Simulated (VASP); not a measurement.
# ZnS (Wurtzite-2H) (P6_3mc) in VASP: further runs, part 2 of 2

VASP 6.6.1. Earlier steps stand in the parts before.

**3. Single point, PBE**

This run uses another cell than the first one, of 20.19 Å³/atom, 1.064 times its volume.

Contents of INCAR:

```
  PREC = Accurate
  ENCUT = 520
  EDIFF = 1E-6
  ISMEAR = 0
  SIGMA = 0.02
  LREAL = False
  LASPH = True
  NELM = 60
  ALGO = Normal
  ISIF = 2
  LWAVE = False
  LCHARG = False
  GGA = PE
  NBANDS = 26
```

Contents of KPOINTS:

```
Automatic mesh
0
Gamma
  9 9 6
```

Contents of POSCAR:

```
ZnS
1.0
    3.8455096032      0.0000000000      0.0000000000
   -1.9227548016      3.3303090069      0.0000000000
    0.0000000000      0.0000000000      6.3052911691
Zn S
2 2
Direct
    0.3333333333      0.6666666667      0.0052193967
    0.6666666667      0.3333333333      0.5052193967
    0.3333333333      0.6666666667      0.3797806033
    0.6666666667      0.3333333333      0.8797806033
```

Potentials or basis: VASP PAW PBE potentials, release 64 (Zn, S).

Run with:

```bash
$ cat potpaw_PBE.64/Zn/POTCAR potpaw_PBE.64/S/POTCAR > POTCAR
$ mpirun -np 1 vasp_std > vasp.out
```

OUTCAR:

```text
PREC = Accurate
   ENCUT = 520
   EDIFF = 1E-6
   ISMEAR = 0
   LREAL = False
   LASPH = True
   NELM = 60
   ISIF = 2
   GGA = PE

 ion  position               nearest neighbor table
   1  0.333  0.667  0.005-   4 2.36   4 2.36   4 2.36   3 2.36
   2  0.667  0.333  0.505-   3 2.36   3 2.36   3 2.36   4 2.36
   3  0.333  0.667  0.380-   2 2.36   2 2.36   2 2.36   1 2.36
   4  0.667  0.333  0.880-   1 2.36   1 2.36   1 2.36   2 2.36

  LATTYP: Found a hexagonal cell.
 ALAT       =     3.8455096032
 C/A-ratio  =     1.6396503506

  Lattice vectors:

 A1 = (   3.8455096032,   0.0000000000,   0.0000000000)
 A2 = (  -1.9227548016,   3.3303090069,   0.0000000000)
 A3 = (   0.0000000000,   0.0000000000,   6.3052911691)

Analysis of symmetry for initial positions (statically):
=====================================================================
 Subroutine PRICEL returns:
 Original cell was already a primitive cell.

 Routine SETGRP: Setting up the symmetry group for a
 hexagonal supercell.

 Subroutine GETGRP returns: Found 12 space group operations
 (whereof  6 operations were pure point group operations)
 out of a pool of 24 trial point group operations.

The static configuration has the point symmetry C_3v.
 The point group associated with its full space group is C_6v.

Analysis of symmetry for dynamics (positions and initial velocities):
=====================================================================
 Subroutine PRICEL returns:
 Original cell was already a primitive cell.

 Routine SETGRP: Setting up the symmetry group for a
 hexagonal supercell.

 Subroutine GETGRP returns: Found 12 space group operations
 (whereof  6 operations were pure point group operations)
 out of a pool of 24 trial point group operations.

The dynamic configuration has the point symmetry C_3v.
 The point group associated with its full space group is C_6v.

 Subroutine INISYM returns: Found 12 space group operations
 (whereof  6 operations are pure point group operations),
 and found     1 'primitive' translations

----------------------------------------------------------------------------------------

                                     Primitive cell

  volume of cell :      80.7502

  direct lattice vectors                    reciprocal lattice vectors
     3.845509603  0.000000000  0.000000000     0.260043558  0.150136218  0.000000000
    -1.922754802  3.330309007  0.000000000     0.000000000  0.300272437  0.000000000
     0.000000000  0.000000000  6.305291169     0.000000000  0.000000000  0.158596958

  length of vectors
     3.845509603  3.845509603  6.305291169     0.300272437  0.300272437  0.158596958

  position of ions in fractional coordinates (direct lattice)
     0.333333333  0.666666667  0.005219397
     0.666666667  0.333333333  0.505219397
     0.333333333  0.666666667  0.379780603
     0.666666667  0.333333333  0.879780603

  ion indices of the primitive-cell ions
   primitive index   ion index
                 1           1
                 2           2
                 3           3
                 4           4

----------------------------------------------------------------------------------------

 KPOINTS: Automatic mesh

Automatic generation of k-mesh.
 Grid dimensions read from file:
 generate k-points for:    9    9    6

 Generating k-lattice:

  Cartesian coordinates                     Fractional coordinates (reciprocal lattice)
     0.028893729  0.016681802  0.000000000     0.111111111  0.000000000  0.000000000
     0.000000000  0.033363604  0.000000000     0.000000000  0.111111111  0.000000000
     0.000000000  0.000000000  0.026432826     0.000000000  0.000000000  0.166666667

  Length of vectors
     0.033363604  0.033363604  0.026432826

  Shift w.r.t. Gamma in fractional coordinates (k-lattice)
     0.000000000  0.000000000  0.000000000

 Subroutine IBZKPT returns following result:
 ===========================================

 Found     48 irreducible k-points:

 Following reciprocal coordinates:
            Coordinates               Weight
  0.000000  0.000000  0.000000      1.000000
  0.111111  0.000000  0.000000      6.000000
  0.222222  0.000000  0.000000      6.000000
  0.333333  0.000000  0.000000      6.000000
  0.444444  0.000000  0.000000      6.000000
  0.111111  0.111111  0.000000      6.000000
[... 16 lines left out ...]
  0.333333  0.222222  0.166667     24.000000
  0.333333  0.333333  0.166667      4.000000
 [... further k-points ...]
   k-points           NKPTS =     48   k-points in BZ     NKDIM =     48   number of bands    NBANDS=     26
   number of dos      NEDOS =    301   number of ions     NIONS =      4
   total plane-waves  NPLWV =  43200
   dimension x,y,z NGX =    30 NGY =   30 NGZ =   48
   dimension x,y,z NGXF=    60 NGYF=   60 NGZF=   96
   ions per type =               2   2
   NGX,Y,Z   is equivalent  to a cutoff of  12.97, 12.97, 12.66 a.u.
   NGXF,Y,Z  is equivalent  to a cutoff of  25.94, 25.94, 25.31 a.u.
 SYSTEM =  unknown system
   PREC   = accura    normal or accurate (medium, high low for compatibility)
   ISTART =      0    job   : 0-new  1-cont  2-samecut
   ICHARG =      2    charge: 1-file 2-atom 10-const
   ISPIN  =      1    spin polarized calculation?
   LNONCOLLINEAR =      F non collinear calculations
   LSORBIT =      F    spin-orbit coupling
   LASPH  =      T    aspherical Exc in radial PAW
   ENCUT  =  520.0 eV  38.22 Ry    6.18 a.u.   7.15  7.15 11.72*2*pi/ulx,y,z
   NELM   =     60;   NELMIN=  2; NELMDL= -5     # of ELM steps
   EDIFF  = 0.1E-05   stopping-criterion for ELM
   LREAL  =      F    real-space projection
   EDIFFG = 0.1E-04   stopping-criterion for IOM
   NSW    =      0    number of steps for IOM
   IBRION =     -1    ionic relax: 0-MD 1-quasi-New 2-CG
   NFREE  =      0    steps in history (QN), initial steepest desc. (CG)
   ISIF   =      2    stress and relaxation
   ISYM   =      2    0-nonsym 1-usesym 2-fastsym
   POTIM  = 0.5000    time-step for ionic-motion
   TEBEG  =    0.0;   TEEND  =   0.0 temperature during run
   PSTRESS=    0.0 pullay stress
   NELECT =      36.0000    total number of electrons
   NUPDOWN=      -1.0000    fix difference up-down
   EMIN   =  10.00;   EMAX   =-10.00  energy-range for DOS
   EFERMI =   0.00;   METHOD = LEGACY
   ISMEAR =     0;   SIGMA  =   0.02  broadening in eV -4-tet -1-fermi 0-gaus
   EFERMI_NEDOS =   21; number of points for ismear=-14 and -15
   IALGO  =     38    algorithm
   IMIX   =      4    mixing-type and parameters
     AMIX     =   0.40;   BMIX     =  1.00
     AMIX_MAG =   1.60;   BMIX_MAG =  1.00
  volume/ion in A,a.u.               =      20.19       136.23
  Fermi-wavevector in a.u.,A,eV,Ry     =   1.250627  2.363342 21.280436  1.564068
  Thomas-Fermi vector in A             =   2.384612
   LORBIT       =      0    0 simple, 1 ext, 2 COOP (PROOUT), +10 PAW based schemes
   GGA     = PE    functional components
   LHFCALC =     F    Hartree Fock is set to
   AEXX    =    0.0000 exact exchange contribution
   IVDW    =     0    specifies the selected vdW correction
   LEPSILON=     F    determine dielectric tensor
   LRPA    =     F    only Hartree local field effects (RPA)
 non-spin polarized calculation
 Gauss-broadening in eV      SIGMA  =   0.02
  energy-cutoff  :      520.00
  volume of cell :       80.75
 maximum number of plane-waves:      2208
 NGX is ok and might be reduce to    30
   NGX = 15   NGY = 15   NGZ = 23

 number of electron      36.0000011 magnetization

 Free energy of the ion-electron system (eV)
  ---------------------------------------------------
  ext. energy  EPLUGINS =         0.00000000
  ---------------------------------------------------
  free energy    TOTEN  =       -13.69375998 eV

  energy without entropy =      -13.69375998  energy(sigma->0) =      -13.69375998

 E-fermi :   2.0399     XC(G=0):  -9.5157

 val. band max:        1.9122395877   @ k =   0.0000   0.0000   0.0000
 cond. band min:       3.9939716156   @ k =   0.0000   0.0000   0.0000
 fundamental gap:      2.0817320279
 Fermi energy:         2.0398908200

 k-point     1 :       0.0000    0.0000    0.0000
  band No.  band energies     occupation
      1     -11.0943      2.00000
      2     -10.2053      2.00000
      3      -4.3424      2.00000
      4      -4.3307      2.00000
      5      -4.3307      2.00000
      6      -4.2526      2.00000
[... 18 lines left out ...]
     25       9.5900      0.00000
     26      11.0410      0.00000
[... 644 lines left out ...]
      4      -4.1457      2.00000
      5      -4.1457      2.00000
      6      -4.0381      2.00000
[... 18 lines left out ...]
     25      11.8448      0.00000
     26      11.8496      0.00000

 [... further k-points ...]
[... 5 lines left out ...]
  --------------------------------------------------------------------------------------
  -------------------------------------------------------------------------------------
  Total        0.0633668      0.0633668      0.0672389      0.0000000      0.0000000      0.0000000
  in kB        1.2572702      1.2572702      1.3340984      0.0000000      0.0000000      0.0000000
  external PRESSURE =       1.2828796 kB  Pullay stress =       0.0000000 kB

 VOLUME and BASIS-vectors are now :
 -----------------------------------------------------------------------------
  energy-cutoff  :      520.00
  volume of cell :       80.75
      direct lattice vectors                 reciprocal lattice vectors
     3.845509603  0.000000000  0.000000000     0.260043558  0.150136218  0.000000000
    -1.922754802  3.330309007  0.000000000     0.000000000  0.300272437  0.000000000
     0.000000000  0.000000000  6.305291169     0.000000000  0.000000000  0.158596958

 POSITION                                       TOTAL-FORCE (eV/Angst)
 -----------------------------------------------------------------------------------
     -0.00000      2.22021      0.03291        -0.000000     -0.000000      0.001039
      1.92275      1.11010      3.18556         0.000000      0.000000      0.001039
     -0.00000      2.22021      2.39463         0.000000     -0.000000     -0.001039
      1.92275      1.11010      5.54727        -0.000000      0.000000     -0.001039
 -----------------------------------------------------------------------------------
    total drift:                               -0.000000     -0.000000     -0.000142

  FREE ENERGIE OF THE ION-ELECTRON SYSTEM (eV)
  ---------------------------------------------------
  free  energy   TOTEN  =       -13.6937599766 eV

  energy  without entropy=      -13.6937599766  energy(sigma->0) =      -13.69375998
```

OSZICAR:

```text
N       E                     dE             d eps       ncg     rms          rms(c)
DAV:   1     0.243019918072E+03    0.24302E+03   -0.17145E+04  2496   0.166E+03
DAV:   2     0.973403606612E+01   -0.23329E+03   -0.22411E+03  2570   0.347E+02
DAV:   3    -0.139727119245E+02   -0.23707E+02   -0.23474E+02  3056   0.110E+02
DAV:   4    -0.145395890836E+02   -0.56688E+00   -0.56559E+00  2866   0.171E+01
DAV:   5    -0.145484025040E+02   -0.88134E-02   -0.88114E-02  3050   0.211E+00    0.935E+00
DAV:   6    -0.137027601198E+02    0.84564E+00   -0.16342E+00  3752   0.364E+01    0.724E+00
DAV:   7    -0.136983352689E+02    0.44249E-02   -0.11675E+00  2638   0.632E+00    0.337E+00
DAV:   8    -0.136927538952E+02    0.55814E-02   -0.34905E-02  3046   0.188E+00    0.916E-01
DAV:   9    -0.136933722006E+02   -0.61831E-03   -0.81331E-03  3380   0.135E+00    0.220E-01
DAV:  10    -0.136935351650E+02   -0.16296E-03   -0.64064E-04  2872   0.321E-01    0.911E-02
DAV:  11    -0.136937579463E+02   -0.22278E-03   -0.36236E-04  2586   0.120E-01    0.568E-02
DAV:  12    -0.136937567217E+02    0.12246E-05   -0.11454E-05  3006   0.278E-02    0.110E-02
DAV:  13    -0.136937599248E+02   -0.32031E-05   -0.47005E-06  2488   0.141E-02    0.242E-03
DAV:  14    -0.136937599766E+02   -0.51845E-07   -0.39560E-07  2050   0.129E-02
   1 F= -.13693760E+02 E0= -.13693760E+02  d E =-.943759E-22
```

stdout:

```text
POSCAR found type information on POSCAR ZnS
 POSCAR found :  2 types and       4 ions
 scaLAPACK will be used
 LDA part: xc-table for (Slater+PW92), standard interpolation
 POSCAR, INCAR and KPOINTS ok, starting setup
 FFT: planning ... GRIDC
 FFT: planning ... GRID_SOFT
 FFT: planning ... GRID
 WAVECAR not read
 entering main loop
```

Wall time 74 s (1 thread of Intel Xeon Platinum 8488C (Sapphire Rapids), shared host); peak memory 0.24 GiB.

What came out:

| Quantity | Value |
| --- | --- |
| Free energy | -13.6938 eV |
| Pressure | 0.1 GPa |
| Band gap on the k mesh | 2.08 eV, direct |

Levels at points of the mesh, in eV from the valence-band top:
```
           k point  band 15  band 16  band 17  band 18  band 19  band 20  band 21  band 22
(0.00, 0.00, 0.00)    -0.85    -0.07     0.00     0.00     2.08     3.05     6.33     6.33
(0.00, 0.00, 0.50)    -0.45    -0.45    -0.45    -0.45     3.48     3.48     6.76     6.76
```

**4. Comparison with measurements**

Step 3. A measured gap of ZnS is 3.911 eV (direct; 4 K; a printed reference work, monograph); the calculated 2.08 eV misses it by -1.83 eV. The value is that of PBE, without temperature or zero-point motion. Semilocal functionals fall short of measured gaps as a rule.
